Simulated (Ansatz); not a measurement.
# TiPbO3, space group P4mm: a calculation of the dielectric tensor and Born charges

Program: Ansatz 0.2.0 through its Python package.

The script, `eps_tipbo3.py`:
```python
'''Response of TiPbO3 to an electric field.'''

import ansatz as az
from ase import Atoms
import numpy as np


def main() -> None:
    atoms = Atoms(
        ['Ti', 'Pb', 'O', 'O', 'O'],
        scaled_positions=[
            (0.5, 0.5, 0.5382),
            (0.0, 0.0, 0.0),
            (0.5, 0.5, 0.113),
            (0.5, 0.0, 0.615),
            (0.0, 0.5, 0.615),
        ],
        cell=[
            (3.8992, 0.0, 0.0),
            (0.0, 3.8992, 0.0),
            (0.0, 0.0, 4.1499),
        ],
        pbc=True,
    )
    structure = az.Crystal.from_ase(atoms)

    # an insulator: whole occupations
    calc = (
        structure.calculation()
        .functional('PBE')
        .basis(510)
        .kpoints(6, 6, 6)
        .scf(tolerance=1e-09)
        .occupations('fixed')
        .dielectric()
    )
    done = calc.run()
    response = done.dielectric
    eps = np.asarray(response.eps_inf)

    values = np.linalg.eigvalsh(eps)
    print('principal values of eps_inf:', np.round(values, 3))
    print('refractive indices:', np.round(np.sqrt(values), 3))
    for index, (site, z) in enumerate(zip(done.lattice.sites, response.zstar_e)):
        print('Born charge tensor of', site.symbol, index)
        print(np.round(z, 3) + 0.0)
    print(f'charge neutrality missed by {response.zstar_sum_residual_pre_e:.4f} e before the sum rule')


if __name__ == '__main__':
    main()
```

`python eps_tipbo3.py` gives:
```text
principal values of eps_inf: [6.688 7.233 7.233]
refractive indices: [2.586 2.689 2.689]
Born charge tensor of Ti 0
[[6.156 0.    0.   ]
 [0.    6.156 0.   ]
 [0.    0.    5.248]]
Born charge tensor of Pb 1
[[3.728 0.    0.   ]
 [0.    3.728 0.   ]
 [0.    0.    3.485]]
Born charge tensor of O 2
[[-2.095  0.     0.   ]
 [ 0.    -2.095  0.   ]
 [ 0.     0.    -4.466]]
Born charge tensor of O 3
[[-2.647  0.     0.   ]
 [ 0.    -5.143  0.   ]
 [ 0.     0.    -2.134]]
Born charge tensor of O 4
[[-5.143  0.     0.   ]
 [ 0.    -2.647  0.   ]
 [ 0.     0.    -2.134]]
charge neutrality missed by 0.0061 e before the sum rule
```

Reading the output:
- Spin is left out of this run.
- Under fixed occupations the level called the Fermi level is the highest filled one on the SCF mesh; off the mesh a filled band can lie a little above it.
- Averages over directions belong to no single polarisation, least of all in layered crystals.
- Spin-orbit coupling, which matters for elements this heavy, is left out.
- The starting cell is as deposited in a crystallographic database; the results hold for this polymorph, which needn't be the stable one.
- This is the electronic (clamped-ion) response; a semilocal gap that is too small tends to raise it. The typed mesh is that of the SCF; the response is solved on denser meshes that the run picks.
- Timing: 2.2 min on 1 thread of Arm Neoverse V1, on a shared host, peak memory 1.1 GiB.
